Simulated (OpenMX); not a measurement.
Crystal: SnSe.

```xyz
8
Lattice="11.4200 0.0000 0.0000 0.0000 4.1900 0.0000 0.0000 0.0000 4.4600" Properties=species:S:1:pos:R:3 pbc="T T T"
Sn   10.0153    3.1425    4.0541
Sn    7.1147    1.0475    1.8241
Sn    4.3053    3.1425    2.6359
Sn    1.4047    1.0475    0.4059
Se    7.3431    3.1425    4.3886
Se    9.7869    1.0475    2.1586
Se    1.6331    3.1425    2.3014
Se    4.0769    1.0475    0.0714
```

Base run:

* Program: OpenMX 3.8.5
* Functional: PBE
* Potentials or basis: OpenMX 2013 PBE set, Sn7.0-s3p2d2, Se7.0-s3p2d2, grid cutoff 500 Ry
* k mesh: 3 × 7 × 7
* Occupations: fermi-dirac, width 0.05 eV
* Spin: no spin polarisation

Its results: band gap on the k mesh 0.76 eV, indirect (least direct gap 0.81 eV); pressure 3.3 GPa; largest force 0.470 eV/Å.

Problem. The run is repeated on the same cell with these changes: potentials or basis from OpenMX 2013 PBE set, Sn7.0-s3p2d2, Se7.0-s3p2d2, grid cutoff 500 Ry to OpenMX 2013 PBE set, Sn7.0-s3p2d1, Se7.0-s3p2d1, grid cutoff 500 Ry. What comes out?

Solution. Band gap on the k mesh 0.69 eV, indirect (least direct gap 0.85 eV); pressure 3.4 GPa; largest force 0.417 eV/Å.

Caveats: spin-orbit coupling is left out, which moves the levels of the heavy elements; the basis of atomic orbitals isn't converged, which shifts pressures, moduli and gaps; an odd mesh through Γ misses points on the zone boundary, where band edges often lie (some runs); the mesh misses the band edges, which the band path finds closer together (some runs).

Not every run made on this cell is shown here.
